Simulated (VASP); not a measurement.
# W (Im-3m) in VASP: a series of runs, part 2 of 4

VASP 6.6.1. Earlier steps stand in the parts before.

**3. Band structure, PBE, spin-orbit coupling, no magnetisation**

The input, POSCAR:

```
W
1.0
   -1.5823450000      1.5823450000      1.5823450000
    1.5823450000     -1.5823450000      1.5823450000
    1.5823450000      1.5823450000     -1.5823450000
W
1
Direct
    0.0000000000      0.0000000000      0.0000000000
```

The input, INCAR.step1:

```
SYSTEM = W
PREC = Accurate
ENCUT = 520
EDIFF = 1E-6
ISMEAR = -1
SIGMA = 0.05
LREAL = .False.
LASPH = .True.
NELM = 80
ALGO = Fast
ISIF = 2
LWAVE = .False.
LCHARG = .True.
MAGMOM = 0 0 0
LORBIT = 11
LSORBIT = .True.
GGA_COMPAT = .False.
LMAXMIX = 4
GGA = PE
```

The input, KPOINTS.step1:

```
regular mesh
0
Gamma
  9 9 9
  0 0 0
```

The input, INCAR.step2:

```
SYSTEM = W
PREC = Accurate
ENCUT = 520
EDIFF = 1E-6
ISMEAR = 0
SIGMA = 0.05
LREAL = .False.
LASPH = .True.
NELM = 80
ALGO = Fast
ISIF = 2
LWAVE = .False.
LCHARG = .False.
MAGMOM = 0 0 0
LORBIT = 11
LSORBIT = .True.
GGA_COMPAT = .False.
LMAXMIX = 4
GGA = PE
ICHARG = 11
```

The input, KPOINTS.step2:

```
path GHNGPH,PN
20
line-mode
reciprocal
 0.0000000000  0.0000000000  0.0000000000  G
 0.5000000000 -0.5000000000  0.5000000000  H

 0.5000000000 -0.5000000000  0.5000000000  H
 0.0000000000  0.0000000000  0.5000000000  N

 0.0000000000  0.0000000000  0.5000000000  N
 0.0000000000  0.0000000000  0.0000000000  G

 0.0000000000  0.0000000000  0.0000000000  G
 0.2500000000  0.2500000000  0.2500000000  P

 0.2500000000  0.2500000000  0.2500000000  P
 0.5000000000 -0.5000000000  0.5000000000  H

 0.2500000000  0.2500000000  0.2500000000  P
 0.0000000000  0.0000000000  0.5000000000  N
```

Potentials or basis: VASP PAW PBE potentials, release 64 (W_sv).

Command:

```console
cat potpaw_PBE.64/W_sv/POTCAR > POTCAR
cp INCAR.step1 INCAR
cp KPOINTS.step1 KPOINTS
mpirun -np 1 vasp_ncl > vasp.out
cp INCAR.step2 INCAR
cp KPOINTS.step2 KPOINTS
mpirun -np 1 vasp_ncl > vasp.out
```

OUTCAR:

```text
SYSTEM = W
   PREC = Accurate
   ENCUT = 520
   EDIFF = 1E-6
   ISMEAR = 0
   LREAL = .False.
   LASPH = .True.
   NELM = 80
   ISIF = 2
   LORBIT = 11
   LSORBIT = .True.
   GGA = PE
   ICHARG = 11

 ion  position               nearest neighbor table
   1  0.000  0.000  0.000-

  LATTYP: Found a body centered cubic cell.
 ALAT       =     3.1646900000

  Lattice vectors:

 A1 = (  -1.5823450000,   1.5823450000,   1.5823450000)
 A2 = (   1.5823450000,  -1.5823450000,   1.5823450000)
 A3 = (   1.5823450000,   1.5823450000,  -1.5823450000)

Analysis of symmetry for initial positions (statically):
=====================================================================
 Subroutine PRICEL returns:
 Original cell was already a primitive cell.

 Routine SETGRP: Setting up the symmetry group for a
 body centered cubic supercell.

 Subroutine GETGRP returns: Found 48 space group operations
 (whereof 48 operations were pure point group operations)
 out of a pool of 48 trial point group operations.

The static configuration has the point symmetry O_h .

Analysis of symmetry for dynamics (positions and initial velocities):
=====================================================================
 Subroutine PRICEL returns:
 Original cell was already a primitive cell.

 Routine SETGRP: Setting up the symmetry group for a
 body centered cubic supercell.

 Subroutine GETGRP returns: Found 48 space group operations
 (whereof 48 operations were pure point group operations)
 out of a pool of 48 trial point group operations.

The dynamic configuration has the point symmetry O_h .

Analysis of structural, dynamic, and magnetic symmetry:
=====================================================================
 Subroutine PRICEL returns:
 Original cell was already a primitive cell.

 Routine SETGRP: Setting up the symmetry group for a
 body centered cubic supercell.

 Subroutine GETGRP returns: Found 48 space group operations
 (whereof 48 operations were pure point group operations)
 out of a pool of 48 trial point group operations.

The overall configuration has the point symmetry O_h .

 Subroutine INISYM returns: Found 48 space group operations
 (whereof 48 operations are pure point group operations),
 and found     1 'primitive' translations

----------------------------------------------------------------------------------------

                                     Primitive cell

  volume of cell :      15.8476

  direct lattice vectors                    reciprocal lattice vectors
    -1.582345000  1.582345000  1.582345000     0.000000000  0.315986716  0.315986716
     1.582345000 -1.582345000  1.582345000     0.315986716  0.000000000  0.315986716
     1.582345000  1.582345000 -1.582345000     0.315986716  0.315986716  0.000000000

  length of vectors
     2.740701935  2.740701935  2.740701935     0.446872699  0.446872699  0.446872699

  position of ions in fractional coordinates (direct lattice)
[... 69 lines left out ...]
   EDIFFG = 0.1E-04   stopping-criterion for IOM
   NSW    =      0    number of steps for IOM
   IBRION =     -1    ionic relax: 0-MD 1-quasi-New 2-CG
   NFREE  =      0    steps in history (QN), initial steepest desc. (CG)
   ISIF   =      2    stress and relaxation
   ISYM   =      2    0-nonsym 1-usesym 2-fastsym
   POTIM  = 0.5000    time-step for ionic-motion
   TEBEG  =    0.0;   TEEND  =   0.0 temperature during run
   PSTRESS=    0.0 pullay stress
   NELECT =      14.0000    total number of electrons
   NUPDOWN=      -1.0000    fix difference up-down
   EMIN   =  10.00;   EMAX   =-10.00  energy-range for DOS
   EFERMI =   0.00;   METHOD = LEGACY
   ISMEAR =     0;   SIGMA  =   0.05  broadening in eV -4-tet -1-fermi 0-gaus
   EFERMI_NEDOS =   21; number of points for ismear=-14 and -15
   IALGO  =     68    algorithm
   IMIX   =      4    mixing-type and parameters
     AMIX     =   0.40;   BMIX     =  1.00
     AMIX_MAG =   1.60;   BMIX_MAG =  1.00
  volume/ion in A,a.u.               =      15.85       106.94
  Fermi-wavevector in a.u.,A,eV,Ry     =   1.570832  2.968442 33.572544  2.467512
  Thomas-Fermi vector in A             =   2.672506
   LORBIT       =     11    0 simple, 1 ext, 2 COOP (PROOUT), +10 PAW based schemes
   GGA     = PE    functional components
   LHFCALC =     F    Hartree Fock is set to
   AEXX    =    0.0000 exact exchange contribution
   IVDW    =     0    specifies the selected vdW correction
   LEPSILON=     F    determine dielectric tensor
   LRPA    =     F    only Hartree local field effects (RPA)
 RMM-DIIS sequential band-by-band and
 Gauss-broadening in eV      SIGMA  =   0.05
  energy-cutoff  :      520.00
  volume of cell :       15.85
 maximum number of plane-waves:       880

 number of electron      14.0000004 magnetization       0.0000000      0.0000000     -0.0000000

 Free energy of the ion-electron system (eV)
  ---------------------------------------------------
  ext. energy  EPLUGINS =         0.00000000
  ---------------------------------------------------
  free energy    TOTEN  =       -14.17995917 eV

  energy without entropy =      -14.17856435  energy(sigma->0) =      -14.17926176

 E-fermi :  11.7443     XC(G=0): -13.6408

 val. band max:       11.7436192129   @ k =   0.2895  -0.2895   0.2895
 cond. band min:      11.7456364678   @ k =   0.0000   0.0000   0.4474
 fundamental gap:      0.0020172548
 Fermi energy:        11.7442843987

 k-point     1 :       0.0000    0.0000    0.0000
  band No.  band energies     occupation
      1     -62.7415      1.00000
      2     -62.7415      1.00000
      3     -32.4066      1.00000
      4     -32.4066      1.00000
      5     -23.3966      1.00000
      6     -23.3966      1.00000
[... 589 lines left out ...]
     21      20.6241      0.00000
     22      20.6242      0.00000

 [... further k-points ...]

------------------------ aborting loop because EDIFF is reached ----------------------------------------

  FORCE on cell =-STRESS in cart. coord.  units (eV):
  Direction    XX          YY          ZZ          XY          YZ          ZX
  --------------------------------------------------------------------------------------
  -------------------------------------------------------------------------------------
  Total        1.3930564      1.3930564      1.3930564      0.0000000      0.0000000      0.0000000
  in kB      140.8366689    140.8366689    140.8366689      0.0000000      0.0000000      0.0000000
  external PRESSURE =     140.8366689 kB  Pullay stress =       0.0000000 kB

 VOLUME and BASIS-vectors are now :
 -----------------------------------------------------------------------------
  energy-cutoff  :      520.00
  volume of cell :       15.85
      direct lattice vectors                 reciprocal lattice vectors
    -1.582345000  1.582345000  1.582345000     0.000000000  0.315986716  0.315986716
     1.582345000 -1.582345000  1.582345000     0.315986716  0.000000000  0.315986716
     1.582345000  1.582345000 -1.582345000     0.315986716  0.315986716  0.000000000

 POSITION                                       TOTAL-FORCE (eV/Angst)
 -----------------------------------------------------------------------------------
      0.00000      0.00000      0.00000        -0.000000     -0.000000      0.000000
 -----------------------------------------------------------------------------------
    total drift:                               -0.000000     -0.000000      0.000000

  FREE ENERGIE OF THE ION-ELECTRON SYSTEM (eV)
  ---------------------------------------------------
  free  energy   TOTEN  =       -14.1799591669 eV

  energy  without entropy=      -14.1785643468  energy(sigma->0) =      -14.17926176

 Spin-Orbit-Coupling matrix elements

 Ion:    1  E_soc:     -1.6257389
 l=   1
     0.0000000    -0.2292321    -0.2292321
    -0.2292321     0.0000000    -0.2292321
    -0.2292321    -0.2292321     0.0000000
 l=   2
     0.0000000    -0.0082027     0.0000000    -0.0082027    -0.0335216
    -0.0082027     0.0000000    -0.0251412    -0.0082027    -0.0083804
     0.0000000    -0.0251412     0.0000000    -0.0251412     0.0000000
    -0.0082027    -0.0082027    -0.0251412     0.0000000    -0.0083804
    -0.0335216    -0.0083804     0.0000000    -0.0083804     0.0000000
 l=   3
     0.0000000     0.0000000     0.0000000     0.0000000     0.0000000     0.0000000     0.0000000
     0.0000000     0.0000000     0.0000000     0.0000000     0.0000000     0.0000000     0.0000000
     0.0000000     0.0000000     0.0000000     0.0000000     0.0000000     0.0000000     0.0000000
     0.0000000     0.0000000     0.0000000     0.0000000     0.0000000     0.0000000     0.0000000
     0.0000000     0.0000000     0.0000000     0.0000000     0.0000000     0.0000000     0.0000000
     0.0000000     0.0000000     0.0000000     0.0000000     0.0000000     0.0000000     0.0000000
     0.0000000     0.0000000     0.0000000     0.0000000     0.0000000     0.0000000     0.0000000

 total charge

# of ion       s       p       d       tot
------------------------------------------
    1        2.359   6.273   3.584  12.216

 magnetization (x)

# of ion       s       p       d       tot
------------------------------------------
    1        0.000   0.000   0.000   0.000

 magnetization (y)

# of ion       s       p       d       tot
------------------------------------------
    1       -0.000  -0.000   0.000  -0.000

 magnetization (z)

# of ion       s       p       d       tot
------------------------------------------
    1       -0.000   0.000   0.000  -0.000
```

Wall time 31 s (1 thread of Intel Xeon 6975P-C (Granite Rapids), shared host); peak memory 0.2 GiB.

Caveat: the log is that of the step along the path at fixed density, whose energy, stress, charges and moments have no meaning.

**4. Band structure, LDA**

The input, INCAR:

```
ALGO = Normal
EDIFF = 1E-6
ENCUT = 520
GGA = CA
ISIF = 2
ISMEAR = -1
LASPH = T
LCHARG = F
LMAXMIX = 4
LREAL = F
LWAVE = F
NBANDS = 13
NELM = 80
PREC = Accurate
SIGMA = 0.05
```

The input, KPOINTS:

```
k-points
0
Gamma
  12 12 12
```

POSCAR is that of step 3.

The input, KPOINTS_OPT:

```
path GHNGPH,PN
15
line-mode
reciprocal
 0.0000000000  0.0000000000  0.0000000000  G
 0.5000000000 -0.5000000000  0.5000000000  H

 0.5000000000 -0.5000000000  0.5000000000  H
 0.0000000000  0.0000000000  0.5000000000  N

 0.0000000000  0.0000000000  0.5000000000  N
 0.0000000000  0.0000000000  0.0000000000  G

 0.0000000000  0.0000000000  0.0000000000  G
 0.2500000000  0.2500000000  0.2500000000  P

 0.2500000000  0.2500000000  0.2500000000  P
 0.5000000000 -0.5000000000  0.5000000000  H

 0.2500000000  0.2500000000  0.2500000000  P
 0.0000000000  0.0000000000  0.5000000000  N
```

Potentials or basis: VASP PAW LDA potentials, release 64 (W_sv).

Command:

```console
cat potpaw_LDA.64/W_sv/POTCAR > POTCAR
mpirun -np 1 vasp_std > vasp.out
```

Run time: 6.5 s. Hardware: 1 thread of Intel Xeon 6975P-C (Granite Rapids), shared host; peak memory 0.14 GiB.

It converged, with:

```
Free energy             : -14.0993 eV
Pressure                : -7.3 GPa
Band gap along the path : none (metal or under the smearing width)
```

Levels at the corners of the path, in eV from the Fermi level:
```csv
point,band 5,band 6,band 7,band 8,band 9,band 10
Γ,-9.50,-1.21,-1.21,-1.21,2.24,2.24
H,-5.81,-5.81,5.20,5.20,5.20,8.40
H,-5.81,-5.81,5.20,5.20,5.20,8.40
N,-6.21,-3.53,0.88,2.14,3.10,6.19
N,-6.21,-3.53,0.88,2.14,3.10,6.19
Γ,-9.50,-1.21,-1.21,-1.21,2.24,2.24
Γ,-9.50,-1.21,-1.21,-1.21,2.24,2.24
P,-2.88,-2.88,-2.88,3.26,3.26,6.67
P,-2.88,-2.88,-2.88,3.26,3.26,6.67
H,-5.81,-5.81,5.20,5.20,5.20,8.40
P,-2.88,-2.88,-2.88,3.26,3.26,6.67
N,-6.21,-3.53,0.88,2.14,3.10,6.19
```

Caveat: spin-orbit coupling is left out, which moves the levels of the heavy elements.

(Part 2 of 4 ends here.)
